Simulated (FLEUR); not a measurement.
# Sr (Fm-3m) in FLEUR: a series of runs

Runs on Sr. Level: SCAN. Tasks: band structure, equation of state.

All numbers are computed with FLEUR MaX-R8.1 (later development tree); they aren't measurements. Logs are shortened: lines on timing, memory, paths and dates and some standing lists are left out, and cuts for length are marked.

## (1) The crystal as given

Symmetry: Fm-3m, No. 225, cubic system. The conventional cell has a = 6.085 Å, b = 6.085 Å, c = 6.085 Å, α = 90.00°, β = 90.00°, γ = 90.00°. Around Sr (site symmetry m-3m) lie 12 Sr at 4.30 Å.

## (2) Band structure, SCAN

The input, inp.xml:

```xml
<?xml version="1.0" encoding="UTF-8" standalone="no"?>
<fleurInput fleurInputVersion="0.39">
   <comment>
      Sr                                                                                                  
   </comment>
   <calculationSetup>
      <cutoffs Kmax="4.1" Gmax="12.7" GmaxXC="12.7" numbands="0"/>
      <scfLoop itmax="60" minDistance="0.00001" maxIterBroyd="15" imix="Anderson" alpha="0.05" precondParam="0.0" spinf="2.0" sdNocoIR="T"/>
      <coreElectrons ctail="F" frcor="F" kcrel="0" coretail_lmax="0"/>
      <xcFunctional name="LibXC" relativisticCorrections="F">
         <LibXCName exchange="mgga_x_scan" correlation="mgga_c_scan"/>
         <AuxGGA exchange="117" correlation="130"/>
      </xcFunctional>
      <magnetism jspins="1"/>
      <soc l_soc="F" theta="0.0" phi="0.0" spav="F"/>
      <expertModes spex="0" secvar="F"/>
      <geometryOptimization l_f="F" forcealpha="1.0" forcemix="BFGS" epsdisp="0.00001" epsforce="0.00001"/>
      <ldaU l_linMix="F" mixParam="0.05" spinf="1.0"/>
   </calculationSetup>
   <cell>
      <bzIntegration valenceElectrons="10.0" mode="hist" fermiSmearingEnergy="0.00183747">
         <kPointListSelection listName="default-1"/>
         <!-- k-points included here -->
         <xi:include xmlns:xi="http://www.w3.org/2001/XInclude" href="kpts.xml"> </xi:include>
      </bzIntegration>
      <!-- symmetry operations included here -->
      <xi:include xmlns:xi="http://www.w3.org/2001/XInclude" href="sym.xml"> </xi:include>
      <bulkLattice scale="1.0">
         <bravaisMatrix>
            <row-1>    0.0000000000000000     5.7492082751768097     5.7492082751768097</row-1>
            <row-2>    5.7492082751768097     0.0000000000000000     5.7492082751768097</row-2>
            <row-3>    5.7492082751768097     5.7492082751768097     0.0000000000000000</row-3>
         </bravaisMatrix>
      </bulkLattice>
   </cell>
   <atomSpecies>
      <species name="Strontium (Sr)" element="Sr" atomicNumber="38">
         <mtSphere radius="2.66" gridPoints="879" logIncrement="0.014"/>
         <atomicCutoffs lmax="11" lnonsphr="8"/>
         <electronConfig flipSpins="F">
            <coreConfig>(1s1/2) (2s1/2) (2p1/2) (2p3/2) (3s1/2) (3p1/2) (3p3/2) (3d3/2) (3d5/2)</coreConfig>
            <valenceConfig>(4s1/2) (4p1/2) (4p3/2) (5s1/2)</valenceConfig>
         </electronConfig>
         <energyParameters s="5" p="4" d="4" f="4"/>
         <lo type="SCLO" l="0" n="4" eDeriv="0"/>
         <lo type="HELO" l="1" n="5" eDeriv="0"/>
         <lo type="HELO" l="1" n="5" eDeriv="1"/>
         <lo type="SCLO" l="2" n="4" eDeriv="2"/>
         <lo type="SCLO" l="3" n="4" eDeriv="2"/>
      </species>
   </atomSpecies>
   <atomGroups>
      <atomGroup species="Strontium (Sr)">
         <relPos label="                   1">.0000000000 .0000000000 .0000000000</relPos>
         <force calculate="T" relaxXYZ="TTT"/>
      </atomGroup>
   </atomGroups>
   <output dos="F" band="F" slice="F">
      <checks vchk="F" cdinf="F"/>
      <bandDOS minEnergy="-.5*Htr" maxEnergy="0.5*Htr" sigma="0.015" storeEVData="T"/>
      <vacuumDOS vacdos="F" integ="F" star="F" nstars="0" locx1="0.0" locy1="0.0" locx2="0.0" locy2="0.0" nstm="0" tworkf="0.0"/>
      <unfoldingBand unfoldBand="F" supercellX="1" supercellY="1" supercellZ="1"/>
      <plotting iplot="0" polar="F">
         <plot TwoD="T" vec1="  1.0  0.0  0.0" vec2="  0.0  1.0  0.0" vec3="  0.0  0.0  1.0" zero="  0.0  0.0  0.0" file="plot"/>
      </plotting>
      <chargeDensitySlicing numkpt="0" minEigenval="0.0" maxEigenval="0.0" nnne="0" pallst="F"/>
      <specialOutput eonly="F"/>
      <moessbauerParams electricFieldGradient="T" isomerShift="T" coreHyperfine="T" valenceHyperfine="T"/>
      <magneticCircularDichroism mcd="F" energyLo="-10.0" energyUp="0.0"/>
   </output>
  <!-- We include the file relax.xml here to enable relaxations (see documentation) -->
  <xi:include xmlns:xi="http://www.w3.org/2001/XInclude" href="relax.xml"> <xi:fallback/> </xi:include>
</fleurInput>
```

The input, crystal.txt:

```
Sr
&input cartesian=F /
0.0000000000  3.0423500000  3.0423500000
3.0423500000  0.0000000000  3.0423500000
3.0423500000  3.0423500000  0.0000000000
1.8897261246
1.0 1.0 1.0

1
38 0.0000000000  0.0000000000  0.0000000000

&kpt div1=8 div2=8 div3=8 gamma=T /
```

The input, inp.xml (bands):

```
<?xml version="1.0" encoding="UTF-8" standalone="no"?>
<fleurInput fleurInputVersion="0.39">
   <comment>
      Sr                                                                                                  
   </comment>
   <calculationSetup>
      <cutoffs Kmax="4.1" Gmax="12.7" GmaxXC="12.7" numbands="0"/>
      <scfLoop itmax="60" minDistance="0.00001" maxIterBroyd="15" imix="Anderson" alpha="0.05" precondParam="0.0" spinf="2.0" sdNocoIR="T"/>
      <coreElectrons ctail="F" frcor="F" kcrel="0" coretail_lmax="0"/>
      <xcFunctional name="LibXC" relativisticCorrections="F">
         <LibXCName exchange="mgga_x_scan" correlation="mgga_c_scan"/>
         <AuxGGA exchange="117" correlation="130"/>
      </xcFunctional>
      <magnetism jspins="1"/>
      <soc l_soc="F" theta="0.0" phi="0.0" spav="F"/>
      <expertModes spex="0" secvar="F"/>
      <geometryOptimization l_f="F" forcealpha="1.0" forcemix="BFGS" epsdisp="0.00001" epsforce="0.00001"/>
      <ldaU l_linMix="F" mixParam="0.05" spinf="1.0"/>
   </calculationSetup>
   <cell>
      <bzIntegration valenceElectrons="10.0" mode="hist" fermiSmearingEnergy="0.00183747">
         <kPointListSelection listName="path-1"/>
         <!-- k-points included here -->
         <xi:include xmlns:xi="http://www.w3.org/2001/XInclude" href="kpts.xml"> </xi:include>
      </bzIntegration>
      <!-- symmetry operations included here -->
      <xi:include xmlns:xi="http://www.w3.org/2001/XInclude" href="sym.xml"> </xi:include>
      <bulkLattice scale="1.0">
         <bravaisMatrix>
            <row-1>    0.0000000000000000     5.7492082751768097     5.7492082751768097</row-1>
            <row-2>    5.7492082751768097     0.0000000000000000     5.7492082751768097</row-2>
            <row-3>    5.7492082751768097     5.7492082751768097     0.0000000000000000</row-3>
         </bravaisMatrix>
      </bulkLattice>
   </cell>
   <atomSpecies>
      <species name="Strontium (Sr)" element="Sr" atomicNumber="38">
         <mtSphere radius="2.66" gridPoints="879" logIncrement="0.014"/>
         <atomicCutoffs lmax="11" lnonsphr="8"/>
         <electronConfig flipSpins="F">
            <coreConfig>(1s1/2) (2s1/2) (2p1/2) (2p3/2) (3s1/2) (3p1/2) (3p3/2) (3d3/2) (3d5/2)</coreConfig>
            <valenceConfig>(4s1/2) (4p1/2) (4p3/2) (5s1/2)</valenceConfig>
         </electronConfig>
         <energyParameters s="5" p="4" d="4" f="4"/>
         <lo type="SCLO" l="0" n="4" eDeriv="0"/>
         <lo type="HELO" l="1" n="5" eDeriv="0"/>
         <lo type="HELO" l="1" n="5" eDeriv="1"/>
         <lo type="SCLO" l="2" n="4" eDeriv="2"/>
         <lo type="SCLO" l="3" n="4" eDeriv="2"/>
      </species>
   </atomSpecies>
   <atomGroups>
      <atomGroup species="Strontium (Sr)">
         <relPos label="                   1">.0000000000 .0000000000 .0000000000</relPos>
         <force calculate="T" relaxXYZ="TTT"/>
      </atomGroup>
   </atomGroups>
   <output dos="F" band="T" slice="F">
      <checks vchk="F" cdinf="F"/>
      <bandDOS minEnergy="-.5*Htr" maxEnergy="0.5*Htr" sigma="0.015" storeEVData="T"/>
      <vacuumDOS vacdos="F" integ="F" star="F" nstars="0" locx1="0.0" locy1="0.0" locx2="0.0" locy2="0.0" nstm="0" tworkf="0.0"/>
      <unfoldingBand unfoldBand="F" supercellX="1" supercellY="1" supercellZ="1"/>
      <plotting iplot="0" polar="F">
         <plot TwoD="T" vec1="  1.0  0.0  0.0" vec2="  0.0  1.0  0.0" vec3="  0.0  0.0  1.0" zero="  0.0  0.0  0.0" file="plot"/>
      </plotting>
      <chargeDensitySlicing numkpt="0" minEigenval="0.0" maxEigenval="0.0" nnne="0" pallst="F"/>
      <specialOutput eonly="F"/>
      <moessbauerParams electricFieldGradient="T" isomerShift="T" coreHyperfine="T" valenceHyperfine="T"/>
      <magneticCircularDichroism mcd="F" energyLo="-10.0" energyUp="0.0"/>
   </output>
  <!-- We include the file relax.xml here to enable relaxations (see documentation) -->
  <xi:include xmlns:xi="http://www.w3.org/2001/XInclude" href="relax.xml"> <xi:fallback/> </xi:include>
</fleurInput>
```

Potentials or basis: all-electron, FLAPW.

The run is started by

```sh
inpgen -f crystal.txt -profile fastHighL
# inp.xml edited to the form shown
fleur_MPI
fleur_MPI   # second run, on inp.xml (bands)
```

The program printed:

```text
Welcome to FLEUR        (www.flapw.de)
      MaX-Release 8.1          (www.max-centre.eu)
 func_ids         267         263         267         263
 MetaGGA potential functional detected - V_tau will be computed
 Auxiliary Potential for radial basis: exchange=         117  correlation=         130
The functional 'SCAN exchange of Sun, Ruzsinszky, and Perdew' is an exchange functional, it belongs to the 'MGGA' family and is defined in the reference(s):
[1] J. Sun, A. Ruzsinszky, and J. P. Perdew.,  Phys. Rev. Lett. 115, 036402 (2015)
The functional 'SCAN correlation of Sun, Ruzsinszky, and Perdew' is a correlation functional, it belongs to the 'MGGA' family and is defined in the reference(s):
[1] J. Sun, A. Ruzsinszky, and J. P. Perdew.,  Phys. Rev. Lett. 115, 036402 (2015)
 Using same functional for VXC and EXC

 ========== k-point set info ==========
 Selected k-point list: default-1
 k-point list type: mesh
 8 x 8 x 8
 Number of k points: 29

 ------------Calculation Setup---------------------------
 Number of MPI-tasks      :            1
 Number of PE/node        :            1
 Number of OMP-threads    :            1
 Most efficient MPI parallelization for:
           1          29
 Additional eigenvalue parallelization possible
 Number of basis functions:          494
 Approximate size of matrices (H+S) per k-point:         0.004 GB
 --------------------------------------------------------
The functional 'Hammer, Hansen, and Norskov' is an exchange functional, it belongs to the 'GGA' family and is defined in the reference(s):
[1] B. Hammer, L. B. Hansen, and J. K. Nørskov.,  Phys. Rev. B 59, 7413 (1999)
The functional 'Perdew, Burke & Ernzerhof' is a correlation functional, it belongs to the 'GGA' family and is defined in the reference(s):
[1] J. P. Perdew, K. Burke, and M. Ernzerhof.,  Phys. Rev. Lett. 77, 3865 (1996)
[2] J. P. Perdew, K. Burke, and M. Ernzerhof.,  Phys. Rev. Lett. 78, 1396 (1997)
 Using same functional for VXC and EXC
 Using auxiliary GGA potential for the first iteration of MetaGGA calculation.
 Reset of history
 Reset of history
 Iteration:     1   Distance:      13.83466315 me/bohr^3
The functional 'Hammer, Hansen, and Norskov' is an exchange functional, it belongs to the 'GGA' family and is defined in the reference(s):
[1] B. Hammer, L. B. Hansen, and J. K. Nørskov.,  Phys. Rev. B 59, 7413 (1999)
The functional 'Perdew, Burke & Ernzerhof' is a correlation functional, it belongs to the 'GGA' family and is defined in the reference(s):
[1] J. P. Perdew, K. Burke, and M. Ernzerhof.,  Phys. Rev. Lett. 77, 3865 (1996)
[2] J. P. Perdew, K. Burke, and M. Ernzerhof.,  Phys. Rev. Lett. 78, 1396 (1997)
 Using same functional for VXC and EXC
 Iteration:     2   Distance:      13.07132959 me/bohr^3
The functional 'Hammer, Hansen, and Norskov' is an exchange functional, it belongs to the 'GGA' family and is defined in the reference(s):
[1] B. Hammer, L. B. Hansen, and J. K. Nørskov.,  Phys. Rev. B 59, 7413 (1999)
The functional 'Perdew, Burke & Ernzerhof' is a correlation functional, it belongs to the 'GGA' family and is defined in the reference(s):
[1] J. P. Perdew, K. Burke, and M. Ernzerhof.,  Phys. Rev. Lett. 77, 3865 (1996)
[2] J. P. Perdew, K. Burke, and M. Ernzerhof.,  Phys. Rev. Lett. 78, 1396 (1997)
 Using same functional for VXC and EXC
 Iteration:     3   Distance:      12.39625808 me/bohr^3
The functional 'Hammer, Hansen, and Norskov' is an exchange functional, it belongs to the 'GGA' family and is defined in the reference(s):
[1] B. Hammer, L. B. Hansen, and J. K. Nørskov.,  Phys. Rev. B 59, 7413 (1999)
The functional 'Perdew, Burke & Ernzerhof' is a correlation functional, it belongs to the 'GGA' family and is defined in the reference(s):
[1] J. P. Perdew, K. Burke, and M. Ernzerhof.,  Phys. Rev. Lett. 77, 3865 (1996)
[2] J. P. Perdew, K. Burke, and M. Ernzerhof.,  Phys. Rev. Lett. 78, 1396 (1997)
 Using same functional for VXC and EXC
 Iteration:     4   Distance:       1.12624537 me/bohr^3
The functional 'Hammer, Hansen, and Norskov' is an exchange functional, it belongs to the 'GGA' family and is defined in the reference(s):
[1] B. Hammer, L. B. Hansen, and J. K. Nørskov.,  Phys. Rev. B 59, 7413 (1999)
The functional 'Perdew, Burke & Ernzerhof' is a correlation functional, it belongs to the 'GGA' family and is defined in the reference(s):
[1] J. P. Perdew, K. Burke, and M. Ernzerhof.,  Phys. Rev. Lett. 77, 3865 (1996)
[2] J. P. Perdew, K. Burke, and M. Ernzerhof.,  Phys. Rev. Lett. 78, 1396 (1997)
 Using same functional for VXC and EXC
 Iteration:     5   Distance:       1.08310990 me/bohr^3
The functional 'Hammer, Hansen, and Norskov' is an exchange functional, it belongs to the 'GGA' family and is defined in the reference(s):
[... 81 lines left out ...]
 Using same functional for VXC and EXC
 Iteration:    17   Distance:       0.00020450 me/bohr^3
The functional 'Hammer, Hansen, and Norskov' is an exchange functional, it belongs to the 'GGA' family and is defined in the reference(s):
[1] B. Hammer, L. B. Hansen, and J. K. Nørskov.,  Phys. Rev. B 59, 7413 (1999)
The functional 'Perdew, Burke & Ernzerhof' is a correlation functional, it belongs to the 'GGA' family and is defined in the reference(s):
[1] J. P. Perdew, K. Burke, and M. Ernzerhof.,  Phys. Rev. Lett. 77, 3865 (1996)
[2] J. P. Perdew, K. Burke, and M. Ernzerhof.,  Phys. Rev. Lett. 78, 1396 (1997)
 Using same functional for VXC and EXC
 Iteration:    18   Distance:       0.00009121 me/bohr^3
The functional 'Hammer, Hansen, and Norskov' is an exchange functional, it belongs to the 'GGA' family and is defined in the reference(s):
[1] B. Hammer, L. B. Hansen, and J. K. Nørskov.,  Phys. Rev. B 59, 7413 (1999)
The functional 'Perdew, Burke & Ernzerhof' is a correlation functional, it belongs to the 'GGA' family and is defined in the reference(s):
[1] J. P. Perdew, K. Burke, and M. Ernzerhof.,  Phys. Rev. Lett. 77, 3865 (1996)
[2] J. P. Perdew, K. Burke, and M. Ernzerhof.,  Phys. Rev. Lett. 78, 1396 (1997)
 Using same functional for VXC and EXC
 Iteration:    19   Distance:       0.00002886 me/bohr^3
The functional 'Hammer, Hansen, and Norskov' is an exchange functional, it belongs to the 'GGA' family and is defined in the reference(s):
[1] B. Hammer, L. B. Hansen, and J. K. Nørskov.,  Phys. Rev. B 59, 7413 (1999)
The functional 'Perdew, Burke & Ernzerhof' is a correlation functional, it belongs to the 'GGA' family and is defined in the reference(s):
[1] J. P. Perdew, K. Burke, and M. Ernzerhof.,  Phys. Rev. Lett. 77, 3865 (1996)
[2] J. P. Perdew, K. Burke, and M. Ernzerhof.,  Phys. Rev. Lett. 78, 1396 (1997)
 Using same functional for VXC and EXC
 Iteration:    20   Distance:       0.00000796 me/bohr^3

 ********************************************************************
 Run finished successfully
 Stop message:
   all done
 ********************************************************************
```

Wall time 47 s (1 thread of Arm Neoverse V2, shared host); peak memory 0.09 GiB.

What came out:

```yaml
Free_energy: -86541.6176 eV
Band_gap_along_the_path: none (metal or under the smearing width)
Valence_electrons_inside_the_program's_atomic_spheres: Sr 7.95 (radii Sr 2.66 bohr)
```

Levels at the corners of the path, in eV from the Fermi level:
```tsv
point	band 2	band 3	band 4	band 5	band 6	band 7	band 8	band 9
Γ	-19.22	-19.22	-19.22	-3.74	2.61	2.61	2.61	4.19
X	-19.39	-19.29	-19.29	-0.53	0.51	0.99	5.32	5.41
W	-19.34	-19.34	-19.29	0.18	0.69	0.69	2.49	5.61
K	-19.36	-19.33	-19.27	0.01	0.34	0.85	3.72	4.15
Γ	-19.22	-19.22	-19.22	-3.74	2.61	2.61	2.61	4.19
L	-19.41	-19.24	-19.24	-1.07	-0.02	2.47	2.47	5.30
U	-19.36	-19.33	-19.27	0.01	0.34	0.85	3.72	4.15
W	-19.34	-19.34	-19.29	0.18	0.69	0.69	2.49	5.61
L	-19.41	-19.24	-19.24	-1.07	-0.02	2.47	2.47	5.30
K	-19.36	-19.33	-19.27	0.01	0.34	0.85	3.72	4.15
U	-19.36	-19.33	-19.27	0.01	0.34	0.85	3.72	4.15
X	-19.39	-19.29	-19.29	-0.53	0.51	0.99	5.32	5.41
```

Core levels (eV from the Fermi level):
```csv
atom,levels
1 Sr,"1s1/2 -15927.9, 2s1/2 -2152.6, 2p1/2 -1958.2, 2p3/2 -1889.8, 3s1/2 -329.4, 3p1/2 -258.8, 3p3/2 -248.3, 3d3/2 -124.6, 3d5/2 -122.8"
```

Caveat: the meta-GGA is that of a development version, with a GGA for the radial functions and cores and without core tails.

## (3) Equation of state, SCAN, 52.94 Å³/atom (volume scaled by 0.94)

inp.xml, as its differences from that of step 2:

```diff
@@ -27,3 +27,3 @@
       <xi:include xmlns:xi="http://www.w3.org/2001/XInclude" href="sym.xml"> </xi:include>
-      <bulkLattice scale="1.0">
+      <bulkLattice scale="0.9795861087">
          <bravaisMatrix>
```

Potentials or basis: all-electron, FLAPW.

The run is started by

```sh
inpgen -f crystal.txt -profile fastHighL
# inp.xml edited to the form shown
fleur_MPI
```

Wall time 35 s (1 thread of Arm Neoverse V2, shared host); peak memory 0.09 GiB.

It converged, with:

* Free energy: -86541.6109 eV
* Band gap on the k mesh: none (metal or under the smearing width)
* Valence electrons inside the program's atomic spheres: Sr 7.97 (radii Sr 2.66 bohr)

Caveat: the meta-GGA is that of a development version, with a GGA for the radial functions and cores and without core tails.

## (4) Equation of state, SCAN, 54.07 Å³/atom (volume scaled by 0.96)

inp.xml, as its differences from that of step 3:

```diff
@@ -27,3 +27,3 @@
       <xi:include xmlns:xi="http://www.w3.org/2001/XInclude" href="sym.xml"> </xi:include>
-      <bulkLattice scale="0.9795861087">
+      <bulkLattice scale="0.9864848297">
          <bravaisMatrix>
```

The run is started by

```sh
inpgen -f crystal.txt -profile fastHighL
# inp.xml edited to the form shown
fleur_MPI
```

Run time: 33 s. Hardware: 1 thread of Arm Neoverse V2, shared host; peak memory 0.09 GiB.

It converged, with:

```
Free energy                                           : -86541.6150 eV
Band gap on the k mesh                                : none (metal or under the smearing width)
Valence electrons inside the program's atomic spheres : Sr 7.97 (radii Sr 2.66 bohr)
```

Caveat: the meta-GGA is that of a development version, with a GGA for the radial functions and cores and without core tails.

## (5) Equation of state, SCAN, 56.32 Å³/atom

inp.xml, as its differences from that of step 4:

```diff
@@ -27,3 +27,3 @@
       <xi:include xmlns:xi="http://www.w3.org/2001/XInclude" href="sym.xml"> </xi:include>
-      <bulkLattice scale="0.9864848297">
+      <bulkLattice scale="1.0000000000">
          <bravaisMatrix>
```

The run is started by

```sh
inpgen -f crystal.txt -profile fastHighL
# inp.xml edited to the form shown
fleur_MPI
```

Wall time 43 s (1 thread of Arm Neoverse V2, shared host); peak memory 0.09 GiB.

It converged, with:

| Item | Value |
| --- | --- |
| Free energy | -86541.6176 eV |
| Band gap on the k mesh | none (metal or under the smearing width) |
| Valence electrons inside the program's atomic spheres | Sr 7.95 (radii Sr 2.66 bohr) |

Caveat: the meta-GGA is that of a development version, with a GGA for the radial functions and cores and without core tails.

## (6) Equation of state, SCAN, 58.57 Å³/atom (volume scaled by 1.04)

inp.xml, as its differences from that of step 5:

```diff
@@ -27,3 +27,3 @@
       <xi:include xmlns:xi="http://www.w3.org/2001/XInclude" href="sym.xml"> </xi:include>
-      <bulkLattice scale="1.0000000000">
+      <bulkLattice scale="1.0131594038">
          <bravaisMatrix>
```

Potentials or basis: all-electron, FLAPW.

The run is started by

```sh
inpgen -f crystal.txt -profile fastHighL
# inp.xml edited to the form shown
fleur_MPI
```

Wall time 46 s (1 thread of Arm Neoverse V2, shared host); peak memory 0.09 GiB.

Results (log left out):

- Free energy: -86541.6138 eV
- Band gap on the k mesh: none (metal or under the smearing width)
- Valence electrons inside the program's atomic spheres: Sr 7.94 (radii Sr 2.66 bohr)

Caveat: the meta-GGA is that of a development version, with a GGA for the radial functions and cores and without core tails.

## (7) Equation of state, SCAN, 59.70 Å³/atom (volume scaled by 1.06)

inp.xml, as its differences from that of step 6:

```diff
@@ -27,3 +27,3 @@
       <xi:include xmlns:xi="http://www.w3.org/2001/XInclude" href="sym.xml"> </xi:include>
-      <bulkLattice scale="1.0131594038">
+      <bulkLattice scale="1.0196128224">
          <bravaisMatrix>
```

The run is started by

```sh
inpgen -f crystal.txt -profile fastHighL
# inp.xml edited to the form shown
fleur_MPI
```

Run time: 52 s. Hardware: 1 thread of Arm Neoverse V2, shared host; peak memory 0.09 GiB.

It converged, with:

| Item | Value |
| --- | --- |
| Free energy | -86541.6098 eV |
| Band gap on the k mesh | none (metal or under the smearing width) |
| Valence electrons inside the program's atomic spheres | Sr 7.94 (radii Sr 2.66 bohr) |

Caveat: the meta-GGA is that of a development version, with a GGA for the radial functions and cores and without core tails.

[end of part 1 of 2]
